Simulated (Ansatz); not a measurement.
# Settings and field gradients in Si with Mn replacing Si

Cell: a supercell of Si (space group P6_3/mmc) built from a structure deposited in the COD, with all atoms left at the host's positions.

```
CELL_PARAMETERS angstrom
11.38440 0.00000 0.00000
-3.79480 6.57279 0.00000
0.00000 0.00000 12.70990
ATOMIC_POSITIONS crystal
Mn 0.00000 0.00000 0.40620
Si 0.00000 0.50000 0.40620
Si 0.33333 0.00000 0.40620
Si 0.33333 0.50000 0.40620
Si 0.66667 0.00000 0.40620
Si 0.66667 0.50000 0.40620
Si 0.00000 0.00000 0.90620
Si 0.00000 0.50000 0.90620
Si 0.33333 0.00000 0.90620
Si 0.33333 0.50000 0.90620
Si 0.66667 0.00000 0.90620
Si 0.66667 0.50000 0.90620
Si 0.00000 0.00000 0.09380
Si 0.00000 0.50000 0.09380
Si 0.33333 0.00000 0.09380
Si 0.33333 0.50000 0.09380
Si 0.66667 0.00000 0.09380
Si 0.66667 0.50000 0.09380
Si 0.00000 0.00000 0.59380
Si 0.00000 0.50000 0.59380
Si 0.33333 0.00000 0.59380
Si 0.33333 0.50000 0.59380
Si 0.66667 0.00000 0.59380
Si 0.66667 0.50000 0.59380
Si 0.11111 0.33333 0.34370
Si 0.11111 0.83333 0.34370
Si 0.44444 0.33333 0.34370
Si 0.44444 0.83333 0.34370
Si 0.77778 0.33333 0.34370
Si 0.77778 0.83333 0.34370
Si 0.22222 0.16667 0.84370
Si 0.22222 0.66667 0.84370
Si 0.55556 0.16667 0.84370
Si 0.55556 0.66667 0.84370
Si 0.88889 0.16667 0.84370
Si 0.88889 0.66667 0.84370
Si 0.11111 0.33333 0.15630
Si 0.11111 0.83333 0.15630
Si 0.44444 0.33333 0.15630
Si 0.44444 0.83333 0.15630
Si 0.77778 0.33333 0.15630
Si 0.77778 0.83333 0.15630
Si 0.22222 0.16667 0.65630
Si 0.22222 0.66667 0.65630
Si 0.55556 0.16667 0.65630
Si 0.55556 0.66667 0.65630
Si 0.88889 0.16667 0.65630
Si 0.88889 0.66667 0.65630
```

Atom numbers follow the list; atoms alike are taken as one site, whose name carries the number of the first.

Reference run. Level of theory: DFT, PBE, plane waves and PAW, scalar-relativistic, collinear spin, 420 eV cutoff, Γ-centred 2×3×2 k-points, Fermi–Dirac smearing 0.01 eV, cell charge -1 (Ansatz 0.2.0). Start moments as typed (μB): 4 on each Mn, none on the rest.

It gives V_zz (10²¹ V/m²) Mn -2.40 (η 0.71), Si19 -3.27 (η 0.04), among others. Each of these runs changes the input as listed (caps on SCF iterations aside):

A. kpoints.mp_grid.shift: not typed → [0.5, 0.5, 0.5]
B. hamiltonian.dispersion: not typed → d3bjatm; basis.xc_grid: not typed → 4; scf.convergence.dr2_threshold: not typed → 1e-09

Question: How does each run end, and how far do the gradients move?

Answer: 

```json
{"run": "A", "Mn V_zz (η)": "3.50 (0.53)", "Si19 V_zz (η)": "-3.54 (0.06)", "largest change of a gradient tensor, all atoms": "2.86", "note": "converged; on Mn the largest value lies along another axis"}
{"run": "B", "Mn V_zz (η)": "-2.40 (0.71)", "Si19 V_zz (η)": "-3.27 (0.04)", "largest change of a gradient tensor, all atoms": "0.00", "note": "converged"}
```

Run A moves them most, on Mn (V_zz from -2.40 to 3.50).

On the reference run: The defect repeats with the cell of 48 atoms, so it feels its images: sites between two images don't show the values beside a lone defect, and zeros or small values of η there can come from the images' arrangement. Si carries a gradient in the pure host already, so the values there aren't the defect's effect alone. A uniform background compensates the cell's charge. The defect cell has no gap above 0.1 eV on its mesh, so the values can hang on the smearing and the k-mesh. The neighbours have not yet relaxed around the defect (largest force 0.48 eV/Å), so a real crystal will differ.
